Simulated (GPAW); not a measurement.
Write an ASE script for GPAW 26.7.0 that does the following.

| Item | Value |
| --- | --- |
| Task | equation of state |
| Functional | revPBE |
| Dispersion | D3 |
| Potentials or basis | the program's PAW data sets (release 1.2.1) made for this functional |
| Cutoff | 600 eV |
| Basis | pw |
| k mesh | 9 × 9 × 9 |
| Occupations | fermi-dirac, width 0.05 eV |
| Spin | no spin polarisation |
| Maxiter | 150 |
| Eos scales | [0.94, 0.96, 0.98, 1.0, 1.02, 1.04, 1.06] |

Crystal: Mo.

```
CELL_PARAMETERS angstrom
-1.58381 1.58381 1.58381
1.58381 -1.58381 1.58381
1.58381 1.58381 -1.58381
ATOMIC_POSITIONS crystal
Mo 0.00000 0.00000 0.00000
```

The input as run:

run.py

```python
from ase.calculators.mixing import SumCalculator
from ase.eos import EquationOfState
from ase.io import Trajectory
from ase.spacegroup import crystal
from ase.units import GPa
from dftd3.ase import DFTD3
from gpaw import GPAW, PW

# Mo 2a
atoms = crystal(['Mo'],
                basis=[[0.0, 0.0, 0.0]],
                spacegroup=229, setting=1,  # Im-3m
                cellpar=[3.16761794, 3.16761794, 3.16761794, 90.0, 90.0, 90.0],
                primitive_cell=True)

traj = Trajectory('eos.traj', 'w')
volumes, energies = [], []
for x in [0.94, 0.96, 0.98, 1.0, 1.02, 1.04, 1.06]:
    a = atoms.copy()
    a.set_cell(atoms.cell * x**(1 / 3), scale_atoms=True)
    calc = GPAW(mode=PW(600),
                xc='revPBE',
                kpts={'size': (9, 9, 9), 'gamma': True},
                occupations={'name': 'fermi-dirac', 'width': 0.05},
                nbands=16,
                convergence={'density': 1e-05, 'energy': 1e-05},
                maxiter=150,
                txt=f'eos-{x:.2f}.txt')
    a.calc = SumCalculator([calc, DFTD3(method='revpbe', damping='d3zero')])
    energies.append(a.get_potential_energy())
    volumes.append(a.get_volume())
    p = -a.get_stress()[:3].mean() / GPa
    calc.write(f'eos-{x:.2f}.gpw')
    traj.write(a)
    print(f'{x:.2f} {volumes[-1]:10.4f} A^3 {energies[-1]:14.6f} eV {p:9.3f} GPa', flush=True)

v0, e0, B = EquationOfState(volumes, energies, eos='birchmurnaghan').fit()
print(f'V0 = {v0:.4f} A^3, E0 = {e0:.6f} eV, B0 = {B / GPa:.2f} GPa')
```

Potentials or basis: the program's PAW data sets (release 1.2.1) made for this functional, pw.

Command:

```console
$ OMP_NUM_THREADS=1 python run.py
```

Results of the run:

- Equilibrium volume: 15.11 Å³/atom
- Bulk modulus: 283 GPa
- Pressure derivative of the bulk modulus: 4.7

Wall time 15 s on 1 thread of AMD EPYC 9R45 96-Core Processor (Zen 5), on a shared host, peak memory 0.18 GiB.
